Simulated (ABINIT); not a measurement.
# MgB2 (P6/mmm) in ABINIT: equation of state

Aim: energy against volume of MgB2 in PBE, for its equilibrium volume and stiffness.

Everything below comes from runs of ABINIT 10.8.3 (patched build). Logs are shortened: lines on timing, memory, paths and dates and some standing lists are left out, and cuts for length are marked. The log counts tension as positive stress, the text compression.

### Step 1. The crystal as given

The structure is hexagonal, space group P6/mmm (No. 191). The conventional cell has a = 3.085 Å, b = 3.085 Å, c = 3.523 Å, α = 90.00°, β = 90.00°, γ = 120.00°. Around Mg (site symmetry 6/mmm) lie 12 B at 2.51 Å. B (site symmetry -6m2) is surrounded by 3 B at 1.78 Å.

### Step 2. Equation of state, PBE

Contents of run.abi:

```
# Datasets: one volume each
ndtset 7
getwfk -1
scalecart1 3*0.9795861087
scalecart2 3*0.9864848297
scalecart3 3*0.9932883884
scalecart4 3*1.0000000000
scalecart5 3*1.0066227096
scalecart6 3*1.0131594038
scalecart7 3*1.0196128224

# Pseudopotentials
pp_dirpath "./"
pseudos "Mg.GGA_PBE-JTH.xml, B.GGA_PBE-JTH.xml"

# Structure
acell 3*1.0 Angstrom
rprim
     3.0850000000     0.0000000000     0.0000000000
    -1.5425000000     2.6716883707     0.0000000000
     0.0000000000     0.0000000000     3.5230000000
ntypat 2
znucl 12 5
natom 3
typat 1 2 2
xred
     0.0000000000     0.0000000000     0.0000000000
     0.6666666667     0.3333333333     0.5000000000
     0.3333333333     0.6666666667     0.5000000000

# Plane-wave basis
ecut 517.016339 eV
pawecutdg 38.0
pawovlp 30

# k points
kptopt 1
ngkpt 10 10 8
nshiftk 1
shiftk 0.0 0.0 0.0

# Exchange and correlation
ixc 11

# Bands and occupations
nband 12
occopt 3
tsmear 0.05 eV

# SCF cycle
nstep 100
tolvrs 1.0e-9

# Output
iomode 3
prtwf 1
prtden 0
prteig 0
prtebands 0
enunit 1
```

Potentials or basis: JTH PAW PBE v2.0.

Started as:

```console
$ abinit run.abi > log 2>&1
```

run.abo:

```text
.Version 10.8.3 of ABINIT
 DATASET    1 : space group P6/m m m (#191); Bravais hP (primitive hexag.)
================================================================================
 Values of the parameters that define the memory need for DATASET  1.
     intxc =       0    ionmov =       0      iscf =      17    lmnmax =       8
     lnmax =       4     mgfft =      27  mpssoang =       2    mqgrid =    3001
     natom =       3  nloc_mem =       2    nspden =       1   nspinor =       1
    nsppol =       1      nsym =      24    n1xccc =       1    ntypat =       2
    occopt =       3   xclevel =       2
       mpw =         751          nfft =       15552          nkpt =          70
 PAW method is used; the additional fine FFT grid is defined by:
   mgfftf=        40    nfftf =     40960
================================================================================
================================================================================
[... 71 lines left out ...]
 DATASET    7 : space group P6/m m m (#191); Bravais hP (primitive hexag.)
================================================================================
 Values of the parameters that define the memory need for DATASET  7.
     intxc =       0    ionmov =       0      iscf =      17    lmnmax =       8
     lnmax =       4     mgfft =      30  mpssoang =       2    mqgrid =    3001
     natom =       3  nloc_mem =       2    nspden =       1   nspinor =       1
    nsppol =       1      nsym =      24    n1xccc =       1    ntypat =       2
    occopt =       3   xclevel =       2
       mpw =         834          nfft =       17280          nkpt =          70
 PAW method is used; the additional fine FFT grid is defined by:
   mgfftf=        40    nfftf =     51840
================================================================================
================================================================================

--------------------------------------------------------------------------------
------------- Echo of variables that govern the present computation ------------
--------------------------------------------------------------------------------
 -outvars: echo values of preprocessed input variables --------
            acell      1.8897261259E+00  1.8897261259E+00  1.8897261259E+00 Bohr
              amu      2.43050000E+01  1.08110000E+01
             ecut      1.90000000E+01 Hartree
           enunit           1
           getwfk          -1
                       outvar_i_n : Printing only first  50 k-points.
              ixc          11
           jdtset        1    2    3    4    5    6    7
                       outvar_i_n : Printing only first  50 k-points.
         kptrlatt       10    0    0      0   10    0      0    0    8
          kptrlen1     5.21727964E+01
          kptrlen2     5.25402226E+01
          kptrlen3     5.29025804E+01
          kptrlen4     5.32600411E+01
          kptrlen5     5.36127669E+01
          kptrlen6     5.39609115E+01
          kptrlen7     5.43046209E+01
            natom           3
            nband          12
           ndtset           7
            ngfft1         24      24      27
            ngfft2         24      24      27
            ngfft3         24      24      27
            ngfft4         24      24      30
            ngfft5         24      24      30
            ngfft6         24      24      30
            ngfft7         24      24      30
          ngfftdg1         32      32      40
          ngfftdg2         32      32      40
          ngfftdg3         36      36      40
          ngfftdg4         36      36      40
          ngfftdg5         36      36      40
          ngfftdg6         36      36      40
          ngfftdg7         36      36      40
             nkpt          70
            nstep         100
             nsym          24
           ntypat           2
                       prtocc : prtvol=0, do not print more k-points.
           occopt           3
        pawecutdg      3.80000000E+01 Hartree
          pawovlp      3.0000000000E+01
         pawxcdev           0
           prtden           0
        prtebands           0
           prteig           0
            rprim1     3.0220231453E+00  0.0000000000E+00  0.0000000000E+00
                      -1.5110115727E+00  2.6171488147E+00  0.0000000000E+00
[... 14 lines left out ...]
                      -1.5627983804E+00  2.7068461968E+00  0.0000000000E+00
                       0.0000000000E+00  0.0000000000E+00  3.5693605796E+00
            rprim7     3.1455055571E+00  0.0000000000E+00  0.0000000000E+00
                      -1.5727527786E+00  2.7240877202E+00  0.0000000000E+00
                       0.0000000000E+00  0.0000000000E+00  3.5920959733E+00
          spgroup         191
           tolvrs      1.00000000E-09
           tsmear      1.83746611E-03 Hartree
            typat      1  2  2
           useylm           1
                       outvars : Printing only first  50 k-points.
           xangst1     0.0000000000E+00  0.0000000000E+00  0.0000000000E+00
                       1.5110115727E+00  8.7238293824E-01  1.7255409305E+00
                       1.6799517037E-16  1.7447658765E+00  1.7255409305E+00
           xangst2     0.0000000000E+00  0.0000000000E+00  0.0000000000E+00
                       1.5216528498E+00  8.7852668246E-01  1.7376930275E+00
                       1.6641994492E-16  1.7570533649E+00  1.7376930275E+00
           xangst3     0.0000000000E+00  0.0000000000E+00  0.0000000000E+00
                       1.5321473391E+00  8.8458567868E-01  1.7496774962E+00
                       1.2569946689E-16  1.7691713574E+00  1.7496774962E+00
           xangst4     0.0000000000E+00  0.0000000000E+00  0.0000000000E+00
                       1.5425000000E+00  8.9056279023E-01  1.7615000000E+00
                      -7.9179547778E-18  1.7811255805E+00  1.7615000000E+00
           xangst5     0.0000000000E+00  0.0000000000E+00  0.0000000000E+00
                       1.5527155296E+00  8.9646072897E-01  1.7731659030E+00
                       1.2265476307E-16  1.7929214579E+00  1.7731659030E+00
           xangst6     0.0000000000E+00  0.0000000000E+00  0.0000000000E+00
                       1.5627983804E+00  9.0228206560E-01  1.7846802898E+00
[... 10 lines left out ...]
            xcart3     0.0000000000E+00  0.0000000000E+00  0.0000000000E+00
                       2.8953388555E+00  1.6716246676E+00  3.3064112764E+00
                       2.3753756659E-16  3.3432493352E+00  3.3064112764E+00
            xcart4     0.0000000000E+00  0.0000000000E+00  0.0000000000E+00
                       2.9149025492E+00  1.6829197715E+00  3.3287525708E+00
                      -1.4962766007E-17  3.3658395429E+00  3.3287525708E+00
            xcart5     0.0000000000E+00  0.0000000000E+00  0.0000000000E+00
                       2.9342071023E+00  1.6940652604E+00  3.3507979324E+00
                       2.3178391024E-16  3.3881305208E+00  3.3507979324E+00
            xcart6     0.0000000000E+00  0.0000000000E+00  0.0000000000E+00
                       2.9532609289E+00  1.7050659923E+00  3.3725569700E+00
                       2.2896337731E-16  3.4101319846E+00  3.3725569700E+00
            xcart7     0.0000000000E+00  0.0000000000E+00  0.0000000000E+00
                       2.9720720152E+00  1.7159265781E+00  3.3940388038E+00
                       2.2617877716E-16  3.4318531561E+00  3.3940388038E+00
             xred      0.0000000000E+00  0.0000000000E+00  0.0000000000E+00
                       6.6666666667E-01  3.3333333333E-01  5.0000000000E-01
                       3.3333333333E-01  6.6666666667E-01  5.0000000000E-01
            znucl       12.00000    5.00000

================================================================================

 chkinp: Checking input parameters for consistency, jdtset=   1.

 chkinp: Checking input parameters for consistency, jdtset=   2.
[... 40 lines left out ...]
 getcut: wavevector=  0.0000  0.0000  0.0000  ngfft=  32  32  40
         ecut(hartree)=     38.000   => boxcut(ratio)=   2.01928

--- Pseudopotential description ------------------------------------------------
- pspini: atom type   1  psp file is ./Mg.GGA_PBE-JTH.xml
 Pseudopotential format is: paw10
 basis_size (lnmax)=  4 (lmn_size=  8), orbitals=   0   0   1   1
 Spheres core radius: rc_sph= 1.90157919
 Shapefunction is SIN type: shapef(r)=[sin(pi*r/rshp)/(pi*r/rshp)]**2
 Radius for shape functions =  1.70710089
 Compensation charge density is not taken into account in XC energy/potential

- pspini: atom type   2  psp file is ./B.GGA_PBE-JTH.xml
 Pseudopotential format is: paw10
 basis_size (lnmax)=  4 (lmn_size=  8), orbitals=   0   0   1   1
 Spheres core radius: rc_sph= 1.70616958
 Shapefunction is SIN type: shapef(r)=[sin(pi*r/rshp)/(pi*r/rshp)]**2
 Radius for shape functions =  1.40269776
 Compensation charge density is not taken into account in XC energy/potential

   3.19844030E+02                                ecore*ucvol(ha*bohr**3)
--------------------------------------------------------------------------------

[... 1258 lines left out ...]
-Cartesian components of stress tensor (GPa)         [Pressure= -9.0198E+00 GPa]
- sigma(1 1)=  1.01023355E+01  sigma(3 2)=  0.00000000E+00
- sigma(2 2)=  1.01023355E+01  sigma(3 1)=  0.00000000E+00
- sigma(3 3)=  6.85470524E+00  sigma(2 1)=  0.00000000E+00

== END DATASET(S) ==============================================================
================================================================================

 -outvars: echo values of variables after computation  --------
            acell      1.8897261259E+00  1.8897261259E+00  1.8897261259E+00 Bohr
           etotal1    -6.9310521875E+01
           etotal2    -6.9311537518E+01
           etotal3    -6.9312074202E+01
           etotal4    -6.9312175228E+01
           etotal5    -6.9311879759E+01
           etotal6    -6.9311222047E+01
           etotal7    -6.9310231817E+01
            fcart1     7.8583475354E-30  4.5370190649E-30 -0.0000000000E+00
                       7.8583475354E-30  4.5370190649E-30 -0.0000000000E+00
                      -1.5716695071E-29 -9.0740381299E-30 -0.0000000000E+00
            fcart2     1.5606784517E-29  9.0105812418E-30 -0.0000000000E+00
                      -7.8033922583E-29 -4.5052906209E-29 -0.0000000000E+00
                       6.2427138067E-29  3.6042324967E-29 -0.0000000000E+00
            fcart3    -0.0000000000E+00 -0.0000000000E+00 -0.0000000000E+00
                      -9.2999312260E-29 -1.0738635593E-28 -0.0000000000E+00
                       9.2999312260E-29  1.0738635593E-28 -0.0000000000E+00
            fcart4    -1.5395856166E-29 -8.8888017018E-30 -0.0000000000E+00
[... 52 lines left out ...]
           xangst3     0.0000000000E+00  0.0000000000E+00  0.0000000000E+00
                       1.5321473391E+00  8.8458567868E-01  1.7496774962E+00
                       1.2569946689E-16  1.7691713574E+00  1.7496774962E+00
           xangst4     0.0000000000E+00  0.0000000000E+00  0.0000000000E+00
                       1.5425000000E+00  8.9056279023E-01  1.7615000000E+00
                      -7.9179547778E-18  1.7811255805E+00  1.7615000000E+00
           xangst5     0.0000000000E+00  0.0000000000E+00  0.0000000000E+00
                       1.5527155296E+00  8.9646072897E-01  1.7731659030E+00
                       1.2265476307E-16  1.7929214579E+00  1.7731659030E+00
           xangst6     0.0000000000E+00  0.0000000000E+00  0.0000000000E+00
                       1.5627983804E+00  9.0228206560E-01  1.7846802898E+00
                       1.2116220132E-16  1.8045641312E+00  1.7846802898E+00
           xangst7     0.0000000000E+00  0.0000000000E+00  0.0000000000E+00
                       1.5727527786E+00  9.0802924007E-01  1.7960479867E+00
                       1.1968865438E-16  1.8160584801E+00  1.7960479867E+00
             xred      0.0000000000E+00  0.0000000000E+00  0.0000000000E+00
                       6.6666666667E-01  3.3333333333E-01  5.0000000000E-01
                       3.3333333333E-01  6.6666666667E-01  5.0000000000E-01
 Calculation completed.
```

It took 1.8 min on 1 thread of Intel Xeon Platinum 8259CL at 2.50GHz (Skylake/Cascade Lake), shared host; peak memory 0.13 GiB.

Results:

| Quantity | Value |
| --- | --- |
| Equilibrium volume | 9.63 Å³/atom |
| Bulk modulus at fixed shape and positions | 152 GPa |
| Pressure derivative of the bulk modulus | 3.6 |

Energy against volume, from the lowest point:
| volume (Å³/atom) | energy (meV/atom) |
| --- | --- |
| 9.098 | 15.00 |
| 9.292 | 5.78 |
| 9.485 | 0.92 |
| 9.679 | 0.00 |
| 9.873 | 2.68 |
| 10.066 | 8.65 |
| 10.260 | 17.63 |

Caveat: pressures at fixed basis lie under the slope of the energies; the cell was scaled at fixed shape and fractional positions, which overstates the stiffness of a crystal with free parameters, most of all of layers and chains; the atomic spheres overlap.
